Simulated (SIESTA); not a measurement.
## GaN in SIESTA: the effect of basis

GaN:

```
Ga N
1.0
     0.00000    2.25350    2.25350
     2.25350    0.00000    2.25350
     2.25350    2.25350    0.00000
Ga N
1 1
Direct
  0.00000 0.00000 0.00000
  0.25000 0.25000 0.25000
```

The cell is a database's computed one.

Alike in all runs:

| Quantity | Value |
| --- | --- |
| Program | SIESTA 5.4.2 |
| Task | band structure |
| Functional | PBE |
| Potentials or basis | PseudoDojo 0.4 standard (PBE files) |
| Grid cutoff | 800 Ry |
| Energy shift | 0.003 Ry |
| k mesh | 10 × 10 × 10 |
| Occupations | fermi-dirac, width 0.05 eV |
| Spin | no spin polarisation |

| basis | gap on the mesh (eV) | pressure (GPa) |
| --- | --- | --- |
| SZ | 1.90 | 15.7 |
| SZP | ? | ? |
| DZ | 1.82 | 7.9 |
| DZP | 1.83 | 7.5 |
| DZDP | 1.85 | 7.6 |
| TZP | 1.85 | 7.2 |
| TZDP | 1.86 | 8.1 |

Question: What does the run with basis SZP give?

Answer: gap on the mesh 1.99 eV; pressure 10.8 GPa.

Caveats: the basis of atomic orbitals isn't converged, which shifts pressures, moduli and gaps; the basis has no polarisation orbitals (some runs).

